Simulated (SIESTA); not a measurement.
Runs of SIESTA 5.4.2 on Rb. The cell holds a slab with vacuum, 4 atoms: a = 5.148 Å, b = 5.148 Å, c = 25.920 Å, α = 90.00°, β = 90.00°, γ = 90.00°. The slab is cut from a database's or a generator's crystal, which needn't be the stable form of the element.

| level | gap on the mesh (eV) | largest force (eV/Å) |
| --- | --- | --- |
| vdW-DF2 | none | 0.06 |
| vdW-DF | none | (a) |
| PBE | none | 0.05 |
| vdW-DF-C09 | none | 0.07 |
| optB88-vdW | none | 0.07 |

Alike in all rows: task band structure; potentials or basis PseudoDojo 0.4 standard (PBE files), DZP (energy shift 0.003 Ry; two zetas on semicore shells; d shell added on Rb); no spin polarisation; cell as given; k mesh 5 × 5 × 1; smearing fermi-dirac 0.05 eV; grid cutoff 500 Ry; energy shift 0.003 Ry.

**Question.** Fill in the values left out.

**Answer.** (a) 0.04.

Caveats: the basis of atomic orbitals isn't converged, which shifts pressures, moduli and gaps; the potentials were made for another functional, which shifts forces and pressure (some runs).

A k mesh can miss the band edges, and the runs leave out spin-orbit coupling on Rb.

A gap of «none» marks a metal or a gap under the smearing width.
